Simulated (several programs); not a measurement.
**Many methods on one cell: ZrSe2 (CdI2 type)**

Measured values to be reproduced:
- band gap: 1.2 eV (fundamental indirect gap, quoted from earlier experiment; “Stress-Tuned Optical Transitions in Layered 1T-MX2 (M= Hf, Zr, Sn; X= S, Se) Crystals”; Literature value; other experiments cited in the same table give 1.10 and 1.18 eV.; 2022; arxiv:2210.12074)

ZrSe2, CdI2 type, relaxed with r2SCAN+rVV10 in Ansatz, was computed with several methods. Space group P-3m1 (No. 164), trigonal; a = 3.788 Å, c = 6.180 Å in the conventional setting, 25.60 Å³ an atom. Around Zr lie 6 Se at 2.69 Å; around Se lie 3 Zr at 2.69 Å. Spin-unpolarised throughout.

```
Zr Se
1.0
     3.78811    0.00000    0.00000
    -1.89406    3.28060    0.00000
     0.00000    0.00000    6.18006
Zr Se
1 2
Direct
  0.00000 0.00000 0.00000
  0.33333 0.66667 0.25381
  0.66667 0.33333 0.74619
```

Gaps and times are for a single point on this cell; volume and bulk modulus come from each method's own relaxation or energy curve at fixed shape, which is too stiff where a cell has free coordinates or axes. Times are rough, from shared hosts (Arm Neoverse V1; Intel Xeon Platinum 8488C; NVIDIA H100 80GB HBM3), and each method has its own mesh and cell size. A double dagger marks a value from a curve with shape and coordinates held. PM6 (MOPAC), PM7 (MOPAC), GFN1-xTB (tblite), GFN2-xTB (tblite) treat a cluster of cells at its zone centre, which samples few k points: where these miss a band edge, the gap comes out too large for that reason alone. Gaps from k meshes are read at a limited set of points (mesh, symmetry points, PBE's band edges), so each method's own least gap may be somewhat smaller. xTB and the PM methods were fitted mostly to molecules, and can miss a solid's gap by electronvolts. Minimal bases can be far off for gaps. Times of the plane-wave ladder aren't listed, since it ran on unlike processors and cards. Curves at held shape can't give the bulk modulus of a layered or molecular crystal, so none is listed. GLLB-SC's gap includes the derivative discontinuity. G0W0 is at finite bands, cutoff and mesh. d marks a direct gap, i an indirect one (no mark: not told apart), a dash a value that wasn't computed or didn't pass its checks.

```csv
method,kind,gap (eV),own volume (Å³/atom),bulk modulus (GPa),atoms computed,processor time
PBE-D3(BJ),semilocal,–,24.35,–,3,–
r2SCAN+rVV10,semilocal,–,25.60,–,3,–
PBE-D4,semilocal,–,24.92,–,3,–
light PBE (260 eV and a coarse mesh),light plane-wave,0.29 i,–,–,3,1 s
GFN1-xTB (tblite),tight binding,0.42,25.01‡,–,cluster,4.7 s
PBE,semilocal,0.31 i,–,–,3,–
GFN2-xTB (tblite),tight binding,0.81,27.25‡,–,cluster,6.9 s
LDA,semilocal,0.22 i,–,–,3,–
r2SCAN,semilocal,0.61 i,–,–,3,–
PBE/SZV (CP2K),small basis,0.11 i,26.61‡,–,3,13 s
PM6 (MOPAC),semi-empirical,3.22,–,–,cluster,13 s
PBE/DZVP (CP2K),small basis,0.29 i,26.18‡,–,3,29 s
GLLB-SC (GPAW),model potential,1.03,–,–,3,38 s
PM7 (MOPAC),semi-empirical,2.58,–,–,cluster,47 s
PBE/single zeta (GPAW),small basis,0.18 i,–,–,3,58 s
PBE+SOC,semilocal,0.17 i,–,–,3,–
HSE06,hybrid,0.95 i,–,–,3,–
LC-ωPBE,hybrid,5.27 i,–,–,3,–
G0W0@r2SCAN (180 eV screening cutoff),many-body,1.13,–,–,3,–
G0W0@PBE (260 eV screening cutoff),many-body,1.10,–,–,3,–
G0W0@PBE0 (180 eV screening cutoff),many-body,1.46,–,–,3,–
G0W0@HSE06 (180 eV screening cutoff),many-body,1.27,–,–,3,–
PBE0,hybrid,1.60 i,–,–,3,–
G0W0@LDA (140 eV screening cutoff),many-body,0.99,–,–,3,–
r2SCAN0,hybrid,1.83 i,–,–,3,–
HSE06+SOC,hybrid,0.80 i,–,–,3,–
```

Against HSE06 (0.95 eV) and with closed or daggered gaps left aside, the nearest gap at the points sampled is that of G0W0@LDA (140 eV screening cutoff) (+0.04 eV) and the farthest that of LC-ωPBE (+4.32 eV). HSE06 is only a yardstick of convenience, and nearness to it can be luck.

Comparison with experiment:
- Band gap, measured 1.2 eV: light PBE (260 eV and a coarse mesh) -0.91 eV, GFN1-xTB (tblite) -0.78 eV, PBE -0.89 eV, GFN2-xTB (tblite) -0.39 eV, LDA -0.98 eV, r2SCAN -0.59 eV, PBE/SZV (CP2K) -1.09 eV, PM6 (MOPAC) +2.02 eV, PBE/DZVP (CP2K) -0.91 eV, GLLB-SC (GPAW) -0.17 eV, PM7 (MOPAC) +1.38 eV, PBE/single zeta (GPAW) -1.02 eV, PBE+SOC -1.03 eV, HSE06 -0.25 eV, LC-ωPBE +4.07 eV, G0W0@r2SCAN (180 eV screening cutoff) -0.07 eV, G0W0@PBE (260 eV screening cutoff) -0.10 eV, G0W0@PBE0 (180 eV screening cutoff) +0.26 eV, G0W0@HSE06 (180 eV screening cutoff) +0.07 eV, PBE0 +0.40 eV, G0W0@LDA (140 eV screening cutoff) -0.21 eV, r2SCAN0 +0.63 eV, HSE06+SOC -0.40 eV.
The calculations are for a static lattice; samples hold vibrations, temperature and, in optical gaps, excitons. A measured value is shown where most reports agree with it, and only for the quantities listed.

Only the rows marked +SOC include spin-orbit coupling.
